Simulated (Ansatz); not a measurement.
Te, diamond: geometry optimisation

Level of theory: DFT, PBE, plane waves (420 eV) with PAW, scalar-relativistic (Ansatz 0.2.0).

k-point mesh 8×8×8, Fermi-Dirac smearing 0.1 eV, no spin polarisation. Cell and atoms relax.

Starting structure:

```yaml
crystal:
  lattice:
    - [0.0, 3.3891640866, 3.3891640866]
    - [3.3891640866, 0.0, 3.3891640866]
    - [3.3891640866, 3.3891640866, 0.0]
  atoms:
    - { symbol: Te, position: [0.125, 0.125, 0.125] }
    - { symbol: Te, position: [0.875, 0.875, 0.875] }
hamiltonian:
  xc: pbe
  pseudopotentials:
    kind: paw
    azcp:
      Te: "pseudopotentials/Te.paw.azcp"
basis:
  ecutwfc: 420
  fft_grid_basis: typed
kpoints:
  mp_grid: { grid: [8, 8, 8], shift: [0, 0, 0] }
magnetization:
  spin_polarized: false
scf:
  occupations: { method: fermi_dirac, width: 0.1 }
relax:
  max_steps: 60
  f_tol: 0.01
  cell: {}
output:
  write_density: true
  write_potential: true
  elf: true
  volumetric_format: npy
```

What cell does the relaxation end in?

Fd-3m with a = 7.187 Å; 46.40 Å³ per atom against 38.93 at the start (19.2 %).

How much energy does the relaxation gain?

134.6 meV per atom.
